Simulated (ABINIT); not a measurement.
# ZrSe2 (P-3m1) in ABINIT: further runs

Runs on ZrSe2. Level: HSE06. Tasks: single point.

Program: ABINIT 10.8.3 (patched build). These are calculated values, not measurements. Logs are shortened: lines on timing, memory, paths and dates and some standing lists are left out, and cuts for length are marked. The log counts tension as positive stress, the text compression.

## (1) The structure

It takes space group P-3m1 (No. 164, trigonal). Conventional cell: a = 3.798 Å, b = 3.798 Å, c = 6.192 Å, α = 90.00°, β = 90.00°, γ = 120.00°. Around Zr (site symmetry -3m) lie 6 Se at 2.68 Å. Around Se (site symmetry 3m) lie 3 Zr at 2.68 Å.

## (2) Single point, HSE06

The input, run.abi:

```
pp_dirpath "./"
pseudos "Zr_ONCV_PBE-1.2.upf, Se_ONCV_PBE-1.2.upf"

acell 3.798 3.798 6.192 Angstrom
rprim
     1.0000000000     0.0000000000     0.0000000000
    -0.5000000000     0.8660254038     0.0000000000
     0.0000000000     0.0000000000     1.0000000000
ntypat 2
znucl 40 34
natom 3
typat 1 2 2
xred
     0.0000000000     0.0000000000     0.0000000000
     0.6666666667     0.3333333333     0.7500000000
     0.3333333333     0.6666666667     0.2500000000

ecut 22.0

kptopt 1
ngkpt 4 4 2
nshiftk 1
shiftk 0.0 0.0 0.0

ixc -428
hyb_mixing_sr 0.25

nband 16
occopt 3
tsmear 0.05 eV

nstep 60
toldfe 1.0e-7

iomode 3
prtwf 0
prtden 0
prteig 0
prtebands 0
enunit 2
prtvol 2
```

Potentials or basis: SG15 NC PBE v1.2.

Command:

```console
mpirun --bind-to none -np 4 abinit run.abi > log 2>&1
```

run.abo:

```text
.Version 10.8.3 of ABINIT
 Symmetries : space group P-3 m 1 (#164); Bravais hP (primitive hexag.)
================================================================================
 Values of the parameters that define the memory need of the present run
     intxc =       0    ionmov =       0      iscf =       7    lmnmax =       6
     lnmax =       6     mgfft =      50  mpssoang =       3    mqgrid =    3001
     natom =       3  nloc_mem =       1    nspden =       1   nspinor =       1
    nsppol =       1      nsym =      12    n1xccc =       0    ntypat =       2
    occopt =       3   xclevel =       2
       mpw =        2587          nfft =       51200          nkpt =           8
================================================================================
================================================================================

--------------------------------------------------------------------------------
------------- Echo of variables that govern the present computation ------------
--------------------------------------------------------------------------------
 -outvars: echo values of preprocessed input variables --------
            acell      7.1771798262E+00  7.1771798262E+00  1.1701184172E+01 Bohr
              amu      9.12240000E+01  7.89600000E+01
             ecut      2.20000000E+01 Hartree
           enunit           2
   hyb_mixing_sr       2.5000000000E-01
              ixc        -428
         kptrlatt        4    0    0      0    4    0      0    0    2
          kptrlen      2.34023683E+01
            natom           3
            nband          16
          nbandhf          16
            ngfft          32      32      50
             nkpt           8
           nkpthf          32
            nstep          60
             nsym          12
           ntypat           2
           occopt           3
           prtden           0
        prtebands           0
           prteig           0
           prtvol           2
            prtwf           0
            rprim      1.0000000000E+00  0.0000000000E+00  0.0000000000E+00
                      -5.0000000000E-01  8.6602540380E-01  0.0000000000E+00
                       0.0000000000E+00  0.0000000000E+00  1.0000000000E+00
          spgroup         164
           toldfe      1.00000000E-07 Hartree
           tsmear      1.83746611E-03 Hartree
            typat      1  2  2
          usefock           1
           xangst      0.0000000000E+00  0.0000000000E+00  0.0000000000E+00
                       1.8990000000E+00  1.0963881612E+00  4.6440000000E+00
                       3.8049734892E-17  2.1927763224E+00  1.5480000000E+00
            xcart      0.0000000000E+00  0.0000000000E+00  0.0000000000E+00
                       3.5885899131E+00  2.0718733524E+00  8.7758881287E+00
                       7.1903578110E-17  4.1437467048E+00  2.9252960429E+00
             xred      0.0000000000E+00  0.0000000000E+00  0.0000000000E+00
                       6.6666666667E-01  3.3333333333E-01  7.5000000000E-01
                       3.3333333333E-01  6.6666666667E-01  2.5000000000E-01
            znucl       40.00000   34.00000

================================================================================

 chkinp: Checking input parameters for consistency.

================================================================================
== DATASET  1 ==================================================================

--- !DatasetInfo
iteration_state: {dtset: 1, }
dimensions: {natom: 3, nkpt: 8, mband: 16, nsppol: 1, nspinor: 1, nspden: 1, mpw: 2587, }
cutoff_energies: {ecut:  22.0, pawecutdg:  -1.0, }
electrons: {nelect:   2.40000000E+01, charge:   0.00000000E+00, occopt:   3.00000000E+00, tsmear:   1.83746611E-03, }
meta: {optdriver: 0, ionmov: 0, optcell: 0, iscf: 7, paral_kgb: 0, }
...

[... 140 lines left out ...]
 frms,max,avg= 5.4947989E-02 1.1656229E-01   0.000E+00  0.000E+00  0.000E+00 e/A
 length scales=  7.177179826198  7.177179826198 11.701184171621 bohr
              =  3.798000000000  3.798000000000  6.192000000000 angstroms
 Fermi (or HOMO) energy (hartree) =   0.21809   Average Vxc (hartree)=  -0.28339
 Eigenvalues (hartree) for nkpt=   8  k points:
 kpt#   1, nband= 16, wtk=  0.03125, kpt=  0.0000  0.0000  0.0000 (reduced coord)
  -1.75420   -0.89016   -0.88479   -0.88479   -0.33279   -0.27963    0.00912    0.08765
   0.08765    0.19792    0.19792    0.20086    0.26467    0.26467    0.28696    0.38979
      occupation numbers for kpt#   1
   2.00000    2.00000    2.00000    2.00000    2.00000    2.00000    2.00000    2.00000
   2.00000    1.99997    1.99997    1.99983    0.00000    0.00000    0.00000    0.00000
 kpt#   2, nband= 16, wtk=  0.18750, kpt=  0.2500  0.0000  0.0000 (reduced coord)
  -1.75394   -0.88934   -0.88888   -0.88572   -0.31190   -0.28183    0.04015    0.06847
   0.09047    0.09667    0.15597    0.17549    0.25681    0.30760    0.31547    0.38572
      occupation numbers for kpt#   2
   2.00000    2.00000    2.00000    2.00000    2.00000    2.00000    2.00000    2.00000
   2.00000    2.00000    2.00000    2.00000    0.00000    0.00000    0.00000    0.00000
 kpt#   3, nband= 16, wtk=  0.09375, kpt=  0.5000  0.0000  0.0000 (reduced coord)
  -1.75368   -0.89301   -0.88833   -0.88661   -0.29123   -0.27973    0.01252    0.07858
   0.09289    0.09685    0.11299    0.14345    0.24384    0.32504    0.33842    0.40966
      occupation numbers for kpt#   3
   2.00000    2.00000    2.00000    2.00000    2.00000    2.00000    2.00000    2.00000
[... 16 lines left out ...]
      occupation numbers for kpt#   6
   2.00000    2.00000    2.00000    2.00000    2.00000    2.00000    2.00000    2.00000
   2.00000    2.00000    2.00000    2.00000    0.00000    0.00000    0.00000    0.00000
 kpt#   7, nband= 16, wtk=  0.09375, kpt=  0.5000  0.0000  0.5000 (reduced coord)
  -1.75368   -0.89301   -0.88831   -0.88660   -0.29499   -0.27506    0.00831    0.05222
   0.08985    0.09767    0.15560    0.15963    0.23675    0.32458    0.33799    0.41016
      occupation numbers for kpt#   7
   2.00000    2.00000    2.00000    2.00000    2.00000    2.00000    2.00000    2.00000
   2.00000    2.00000    2.00000    2.00000    0.00008    0.00000    0.00000    0.00000
 kpt#   8, nband= 16, wtk=  0.18750, kpt=  0.2500  0.2500  0.5000 (reduced coord)
  -1.75368   -0.89141   -0.88847   -0.88811   -0.28803   -0.28301    0.03617    0.04462
   0.09219    0.10011    0.11755    0.13787    0.28620    0.29659    0.33102    0.38237
      occupation numbers for kpt#   8
   2.00000    2.00000    2.00000    2.00000    2.00000    2.00000    2.00000    2.00000
   2.00000    2.00000    2.00000    2.00000    0.00000    0.00000    0.00000    0.00000
 Fermi (or HOMO) energy (eV) =   5.93462   Average Vxc (eV)=  -7.71136
 Eigenvalues (   eV  ) for nkpt=   8  k points:
 kpt#   1, nband= 16, wtk=  0.03125, kpt=  0.0000  0.0000  0.0000 (reduced coord)
 -47.73411  -24.22251  -24.07627  -24.07627   -9.05577   -7.60916    0.24817    2.38495
   2.38495    5.38556    5.38556    5.46557    7.20216    7.20216    7.80855   10.60665
 kpt#   2, nband= 16, wtk=  0.18750, kpt=  0.2500  0.0000  0.0000 (reduced coord)
 -47.72711  -24.20007  -24.18767  -24.10155   -8.48725   -7.66910    1.09256    1.86308
   2.46189    2.63055    4.24420    4.77539    6.98814    8.37027    8.58443   10.49607
 kpt#   3, nband= 16, wtk=  0.09375, kpt=  0.5000  0.0000  0.0000 (reduced coord)
 -47.72006  -24.29993  -24.17269  -24.12589   -7.92481   -7.61173    0.34071    2.13814
   2.52755    2.63551    3.07472    3.90354    6.63526    8.84485    9.20889   11.14747
 kpt#   4, nband= 16, wtk=  0.18750, kpt=  0.2500  0.2500  0.0000 (reduced coord)
 -47.72008  -24.25674  -24.17638  -24.16663   -7.83145   -7.70998    1.09458    1.71744
   2.12809    2.52765    2.82320    3.82468    7.75849    8.65687    8.95372    9.97312
 kpt#   5, nband= 16, wtk=  0.03125, kpt=  0.0000  0.0000  0.5000 (reduced coord)
 -47.73411  -24.22231  -24.07637  -24.07636   -8.76421   -8.03292    1.51855    2.43584
   2.43584    3.21684    5.20873    5.20873    7.17244    7.17244    8.20834   11.02911
 kpt#   6, nband= 16, wtk=  0.18750, kpt=  0.2500  0.0000  0.5000 (reduced coord)
 -47.72711  -24.19981  -24.18764  -24.10142   -8.24628   -7.95259    1.18869    1.72279
   2.60019    2.97443    4.27674    4.34588    6.93186    8.45031    8.96127    9.92622
 kpt#   7, nband= 16, wtk=  0.09375, kpt=  0.5000  0.0000  0.5000 (reduced coord)
 -47.72007  -24.29991  -24.17227  -24.12575   -8.02711   -7.48470    0.22622    1.42096
   2.44490    2.65762    4.23396    4.34384    6.44228    8.83229    9.19727   11.16093
 kpt#   8, nband= 16, wtk=  0.18750, kpt=  0.2500  0.2500  0.5000 (reduced coord)
 -47.72009  -24.25640  -24.17653  -24.16667   -7.83774   -7.70100    0.98424    1.21411
   2.50868    2.72416    3.19858    3.75170    7.78795    8.07053    9.00758   10.40480
 Total charge density [el/Bohr^3]
)     Maximum=    6.1378E-01  at reduced coord.    0.9375    0.8750    0.9800
)Next maximum=    6.1378E-01  at reduced coord.    0.9375    0.0625    0.9800
)     Minimum=    1.3984E-03  at reduced coord.    0.0000    0.0000    0.5000
)Next minimum=    1.4266E-03  at reduced coord.    0.0313    0.0000    0.5000
   Integrated=    2.4000E+01

--- !EnergyTerms
iteration_state     : {dtset: 1, }
comment             : Components of total free energy in Hartree
kinetic             :  2.01393353868387E+01
hartree             :  1.65974402385347E+01
xc                  : -8.13137967321851E+00
Ewald energy        : -4.65199731659187E+01
psp_core            :  1.23479038303976E+00
local_psp           : -5.80688521393408E+01
non_local_psp+x     :  8.26243541404034E+00
internal            : -6.64862035560245E+01
'-kT*entropy'       : -3.03048857361501E-07
total_energy        : -6.64862038590734E+01
...

--- !EnergyTermsDC
iteration_state     : {dtset: 1, }
comment             : '"Double-counting" decomposition of free energy'
band_energy         : -8.83962571375043E+00
Ewald energy        : -4.65199731659187E+01
psp_core            :  1.23479038303976E+00
xc_dc               : -1.23612796150534E+01
internal            : -6.64860881116828E+01
'-kT*entropy'       : -3.03048857361501E-07
total_energy_dc     : -6.64860884147316E+01
...

 Cartesian components of stress tensor (hartree/bohr^3)
  sigma(1 1)= -3.80043930E-05  sigma(3 2)=  0.00000000E+00
  sigma(2 2)= -3.80043931E-05  sigma(3 1)=  0.00000000E+00
  sigma(3 3)= -4.58297000E-05  sigma(2 1)=  0.00000000E+00

-Cartesian components of stress tensor (GPa)         [Pressure=  1.1949E+00 GPa]
- sigma(1 1)= -1.11812785E+00  sigma(3 2)=  0.00000000E+00
- sigma(2 2)= -1.11812785E+00  sigma(3 1)=  0.00000000E+00
- sigma(3 3)= -1.34835633E+00  sigma(2 1)=  0.00000000E+00

== END DATASET(S) ==============================================================
================================================================================

 -outvars: echo values of variables after computation  --------
            acell      7.1771798262E+00  7.1771798262E+00  1.1701184172E+01 Bohr
           etotal     -6.6486203859E+01
            fcart      8.0035751486E-28  4.6208662664E-28 -0.0000000000E+00
                      -6.4028601189E-27 -6.4692127730E-27 -2.2667755706E-03
                       5.6025026040E-27  6.0071261464E-27  2.2667755706E-03
            rprim      1.0000000000E+00  0.0000000000E+00  0.0000000000E+00
                      -5.0000000000E-01  8.6602540380E-01  0.0000000000E+00
                       0.0000000000E+00  0.0000000000E+00  1.0000000000E+00
           strten     -3.8004393039E-05 -3.8004393123E-05 -4.5829700015E-05
                       0.0000000000E+00  0.0000000000E+00  0.0000000000E+00
           xangst      0.0000000000E+00  0.0000000000E+00  0.0000000000E+00
                       1.8990000000E+00  1.0963881612E+00  4.6440000000E+00
                       3.8049734892E-17  2.1927763224E+00  1.5480000000E+00
             xred      0.0000000000E+00  0.0000000000E+00  0.0000000000E+00
                       6.6666666667E-01  3.3333333333E-01  7.5000000000E-01
                       3.3333333333E-01  6.6666666667E-01  2.5000000000E-01
 Calculation completed.
```

It took 6.2 min on 4 MPI ranks of Arm Neoverse V2, shared host; peak memory 0.4 GiB.

These settings aren't checked as converged: the numbers below hold their error.

What came out:

| Item | Value |
| --- | --- |
| Free energy | -1809.1818 eV |
| Largest force | 0.117 eV/Å |
| Band gap on the k mesh | 0.98 eV, indirect (least direct gap 1.74 eV) |
| Valence electrons inside the program's atomic spheres | Zr 8.26; Se 3.33 |

Caveat: the k mesh is coarse (spacing up to 0.51 Å⁻¹), so the values aren't converged, least of all with exact exchange; exact exchange is summed on a coarse mesh, which widens gaps by tenths of an eV; the cutoff is too short for stress, so the log's stress isn't used; Libxc's HSE differs a little from that of other programs; the potentials were made for another functional, which shifts forces and pressure; this functional lacks dispersion, which binds the layers, so the pressure and a relaxed spacing across them are unreliable.

## (3) Single point, HSE06

Changes to run.abi since step 2:

```diff
@@ -25,3 +25,3 @@
 ixc -428
-hyb_mixing_sr 0.25
+hyb_mixing_sr 0.05
```

Potentials or basis: SG15 NC PBE v1.2.

Command:

```console
mpirun --bind-to none -np 4 abinit run.abi > log 2>&1
```

Wall time 5.6 min (4 MPI ranks of Arm Neoverse V2, shared host); peak memory 0.4 GiB.

The run converged, but some of its settings lie outside the range that counts as converged, so its numbers aren't taken as properties of the crystal.

What came out:

* Free energy: -1809.2713 eV
* Largest force: 0.269 eV/Å
* Band gap on the k mesh: 0.43 eV, indirect (least direct gap 1.12 eV)
* Valence electrons inside the program's atomic spheres: Zr 8.31; Se 3.33

Caveat: the k mesh is coarse (spacing up to 0.51 Å⁻¹), so the values aren't converged, least of all with exact exchange; exact exchange is summed on a coarse mesh, which widens gaps by tenths of an eV; the cutoff is too short for stress, so the log's stress isn't used; Libxc's HSE differs a little from that of other programs; the potentials were made for another functional, which shifts forces and pressure; this functional lacks dispersion, which binds the layers, so the pressure and a relaxed spacing across them are unreliable.

## (4) Single point, HSE06

Changes to run.abi since step 3:

```diff
@@ -25,3 +25,3 @@
 ixc -428
-hyb_mixing_sr 0.05
+hyb_mixing_sr 0.15
```

Command:

```console
mpirun --bind-to none -np 4 abinit run.abi > log 2>&1
```

Wall time 6 min (4 MPI ranks of Arm Neoverse V2, shared host); peak memory 0.4 GiB.

The run converged, but some of its settings lie outside the range that counts as converged, so its numbers aren't taken as properties of the crystal.

Results:

| Quantity | Value |
| --- | --- |
| Free energy | -1809.2124 eV |
| Largest force | 0.190 eV/Å |
| Band gap on the k mesh | 0.69 eV, indirect (least direct gap 1.41 eV) |
| Valence electrons inside the program's atomic spheres | Zr 8.28; Se 3.33 |

Caveat: the k mesh is coarse (spacing up to 0.51 Å⁻¹), so the values aren't converged, least of all with exact exchange; exact exchange is summed on a coarse mesh, which widens gaps by tenths of an eV; the cutoff is too short for stress, so the log's stress isn't used; Libxc's HSE differs a little from that of other programs; the potentials were made for another functional, which shifts forces and pressure; this functional lacks dispersion, which binds the layers, so the pressure and a relaxed spacing across them are unreliable.
